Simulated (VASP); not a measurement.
Here is a VASP 6.6.1 calculation.

INCAR

```
ALGO = Normal ; EDIFF = 1E-7
EDIFFG = -0.002 ; ENCUT = 520
GGA = CA ; IBRION = 2
ISIF = 2 ; ISMEAR = 0
LASPH = T ; LCHARG = F
LREAL = F ; LWAVE = F
NELM = 80 ; NSW = 50
PREC = Accurate ; SIGMA = 0.01
```

The input KPOINTS:

```
k-points
0
Gamma
  6 6 4
```

The input POSCAR:

```
ZnS
1.0
    3.7569236082      0.0000000000      0.0000000000
   -1.8784618041      3.2535912847      0.0000000000
    0.0000000000      0.0000000000      6.1737127649
Zn S
2 2
Direct
    0.3333333333      0.6666666667      0.0055913282
    0.6666666667      0.3333333333      0.5055913282
    0.3333333333      0.6666666667      0.3794086718
    0.6666666667      0.3333333333      0.8794086718
```

Potentials or basis: VASP PAW LDA potentials, release 64 (Zn, S).

Run with:

```sh
$ cat potpaw_LDA.64/Zn/POTCAR potpaw_LDA.64/S/POTCAR > POTCAR
$ mpirun -np 1 vasp_std > vasp.out
```

Problem. What does it give for the band gap on the k mesh?

Solution. 2.15 eV.

Problem. Predict the energy gained by relaxing.

Solution. 0.0 meV/atom.

Final structure:
```xyz
4
Lattice="3.7569 0.0000 0.0000 -1.8785 3.2536 0.0000 0.0000 0.0000 6.1737" Properties=species:S:1:pos:R:3 pbc="T T T"
Zn    0.0000    2.1691    0.0344
Zn    1.8785    1.0845    3.1213
S     0.0000    2.1691    2.3425
S     1.8785    1.0845    5.4293
```

**Experimental background.**

A printed reference work, monograph reports, for a bulk crystal of ZnS at 4 K: band gap 3.911 eV (direct).

Against the measured gap of ZnS, 3.911 eV (direct; 4 K; a printed reference work, monograph), the calculated 2.15 eV is off by -1.76 eV. The value is that of LDA, without temperature or zero-point motion. Semilocal functionals fall short of measured gaps as a rule.
